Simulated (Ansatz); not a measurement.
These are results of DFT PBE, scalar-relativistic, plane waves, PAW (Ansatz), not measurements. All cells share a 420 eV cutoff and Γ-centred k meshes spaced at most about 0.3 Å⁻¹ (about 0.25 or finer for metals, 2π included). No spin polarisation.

Each guess is relaxed in cell and atoms at zero pressure, on a coarse mesh first where it starts far from rest and then on a converged one. The steps can't lower the symmetry of the start, but it can rise. Energies are static (0 K, no zero-point motion).

Two unrelaxed guesses for Rb2H3:

Guess 1.

```yaml
crystal:
  lattice:
    - [4.82407, 0.00000, 0.00000]
    - [-2.41204, 4.17777, 0.00000]
    - [0.00000, 0.00000, 11.18321]
  atoms:
    - { symbol: Rb, position: [0.33333, 0.66667, 0.50000] }
    - { symbol: Rb, position: [0.66667, 0.33333, 0.50000] }
    - { symbol: H, position: [0.50000, 0.00000, 0.00000] }
    - { symbol: H, position: [0.00000, 0.50000, 0.00000] }
    - { symbol: H, position: [0.50000, 0.50000, 0.00000] }
```

Guess 2.

```yaml
crystal:
  lattice:
    - [3.96707, 0.00000, 0.00000]
    - [-1.98354, 3.43559, 0.00000]
    - [0.00000, 0.00000, 7.77804]
  atoms:
    - { symbol: Rb, position: [0.66667, 0.33333, 0.31166] }
    - { symbol: Rb, position: [0.66667, 0.33333, 0.68834] }
    - { symbol: H, position: [0.00000, 0.00000, 0.42461] }
    - { symbol: H, position: [0.00000, 0.00000, 0.57539] }
    - { symbol: H, position: [0.66667, 0.33333, 0.00000] }
```

Question: Where do they end, and which end is lower?

Answer: Guess 2 ends lower, by 250 meV/atom. Guess 1: P6/mmm at 45.1 Å³/atom → P6/mmm at 35.6 Å³/atom; Guess 2: P-6m2 at 21.2 Å³/atom → P-6m2 at 63.6 Å³/atom. Counting H atoms around Rb (those within 1.25 times the shortest such distance or 1.15 times the sum of covalent radii), the end of guess 1 has Rb 6 and the end of guess 2 has Rb 1. The end of guess 2 holds H–H pairs as short as in free H₂ molecules (shortest 0.75 Å); in the end of guess 1 the shortest H–H distance is 3.58 Å. End of guess 1. Conventional cell: a = 7.162 Å, c = 4.009 Å. Rb is surrounded by 6 H at 2.88 Å; around H lie 4 Rb at 2.88 Å. End of guess 2. Conventional cell: a = 5.098 Å, c = 14.138 Å. Around Rb lies 1 H at 2.50 Å; H on a site of symmetry 3m is surrounded by 1 H at 0.75 Å; around H on a site of symmetry -6m2 lie 2 Rb at 2.50 Å.

Ends held by symmetry can be saddle points. Even the lowest of the cells shown lies +0.15 eV/atom against the elements. Weakly bound directions are ill-defined at this level, which has no dispersion term (P-6m2), and this can change margins and order among such cells. With hydrogen, zero-point motion can shift such differences by 10 meV/atom or more. Some types were kept out of the candidates beforehand, so the set may lack a known form.
